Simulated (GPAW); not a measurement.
Input of a GPAW 26.7.0 run:

Contents of run.py:

```python
from ase import Atoms
from ase.dft.bandgap import bandgap
from ase.io import write
from ase.units import GPa
from gpaw import GPAW, PW

atoms = Atoms(['W', 'S', 'S'],
              cell=[[1.579, 0.9116360751, 6.1633333333],
                    [-1.579, 0.9116360751, 6.1633333333],
                    [0.0, -1.8232721501, 6.1633333333]],
              scaled_positions=[[0.0, 0.0, 0.0],
                                [0.581, 0.581, 0.581],
                                [0.7503, 0.7503, 0.7503]],
              pbc=True)

calc = GPAW(mode=PW(600),
            xc='LDA',
            kpts={'size': (10, 10, 10), 'gamma': True},
            occupations={'name': 'methfessel-paxton', 'order': 0, 'width': 0.1},
            nbands=25,
            convergence={'density': 1e-05, 'energy': 1e-05},
            maxiter=150,
            txt='gpaw.txt')
atoms.calc = calc
energy = atoms.get_potential_energy()
forces = atoms.get_forces()
stress = atoms.get_stress()
calc.write('gs.gpw')
write('result.traj', atoms)
print(f'Energy: {energy:.6f} eV')
print('Forces (eV/A):')
print(forces.round(4))
print('Stress (GPa):', (stress / GPa).round(3))
print('Fermi level:', round(calc.get_fermi_level(), 4), 'eV')
print(f'Gap: {bandgap(calc)[0]:.4f} eV, direct: {bandgap(calc, direct=True)[0]:.4f} eV')
```

Potentials or basis: the program's PAW data sets (release 1.2.1) made for this functional, pw.

Launch:

```bash
$ OMP_NUM_THREADS=1 python run.py
```

Task: What does it give for the band gap on the k mesh?

Result: 0.98 eV, indirect (least direct gap 2.22 eV).

Task: Predict the largest force.

Result: 0.615 eV/Å.

Task: Estimate the pressure.

Result: -4.1 GPa.

Forces in eV/Å, atoms in the order of the input:
```
W    0.000  0.000 -0.580
S    0.000  0.000  0.615
S    0.000  0.000 -0.035
```

Caveat: spin-orbit coupling is left out, which moves the levels of the heavy elements; the program warned that so skewed a cell can give wrong results. Expect the measured gap to be larger: semilocal functionals such as LDA lack the derivative discontinuity.
